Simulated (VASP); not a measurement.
Consider the following.

```
CELL_PARAMETERS angstrom
      0.00000     3.02724     3.02724
      3.02724     0.00000     3.02724
      3.02724     3.02724     0.00000
ATOMIC_POSITIONS crystal
  Al 0.00000 0.00000 0.00000
  Sb 0.25000 0.25000 0.25000
```

Level of theory: revTPSS meta-GGA, VASP's PBE PAW potentials (set 64) (plane waves; VASP). Numerical set-up: 520 eV cut-off, 7×7×7 Γ-centred mesh, Gaussian smearing of 0.050 eV, potentials Al Sb.

Task: Estimate the energy per atom (σ→0), pressure.

Result: 
```yaml
energy per atom (σ→0): 4.577 eV/atom
pressure: 3.82 GPa
```

The absolute energy has meaning only against runs of the same code, potentials and settings.

The compound is AlSb in the zinc blende structure. This cell is one point of a volume scan, at 0.94 of the reference volume.
